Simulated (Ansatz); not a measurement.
S: do energies and stresses tell the same story?

These are results of Ansatz, DFT PBE+D3(BJ), scalar-relativistic, plane waves, PAW, not measurements.

Settings: cutoff 420 eV, Γ-centred mesh 9×9×9 on the computed 6-atom cell, Gaussian smearing of 0.02 eV; no spin polarisation.

Relaxed cell: R-3, a = 10.566 Å, b = 10.566 Å, c = 4.184 Å, α = 90.00°, β = 90.00°, γ = 120.00°, 6 atoms in the primitive cell. This form isn't the element's structure at ambient conditions.

Energies at zero smearing and pressures from the stress tensor, at volumes with shape and atoms relaxed:
| V (Å³/atom) | E − E(first) (meV/atom) | P (GPa) |
| --- | --- | --- |
| 19.776 | 0.00 | 2.350 |
| 20.450 | -8.11 | 1.534 |
| 21.124 | -13.16 | 0.890 |
| 21.798 | -15.81 | 0.386 |
| 22.472 | -16.57 | 0.006 |
| 23.147 | -15.89 | -0.304 |
| 23.821 | -14.10 | -0.535 |
| 24.720 | -10.42 | -0.756 |

Task: Check P = −dE/dV between neighbouring volumes, and get the bulk modulus from the pressures alone.

Result: With 1 eV/Å³ = 160.2 GPa:
| middle V (Å³/atom) | −ΔE/ΔV (GPa) | mean P (GPa) |
| --- | --- | --- |
| 20.113 | 1.928 | 1.942 |
| 20.787 | 1.200 | 1.212 |
| 21.461 | 0.629 | 0.638 |
| 22.135 | 0.182 | 0.196 |
| 22.810 | -0.162 | -0.149 |
| 23.484 | -0.427 | -0.420 |
| 24.270 | -0.655 | -0.646 |

The two differ by 0.014 GPa at most. The mean of two end pressures misses the average over a step by about ΔV² P″/12, up to 0.017 GPa here; with that taken off 0.005 GPa remains. Around V = 22.472 Å³/atom, the two neighbours give B = −V ΔP/ΔV = 22.472 × 0.690 / 1.348 = 11.5 GPa, against B0 = 11.5 GPa from the Birch–Murnaghan fit of the energies.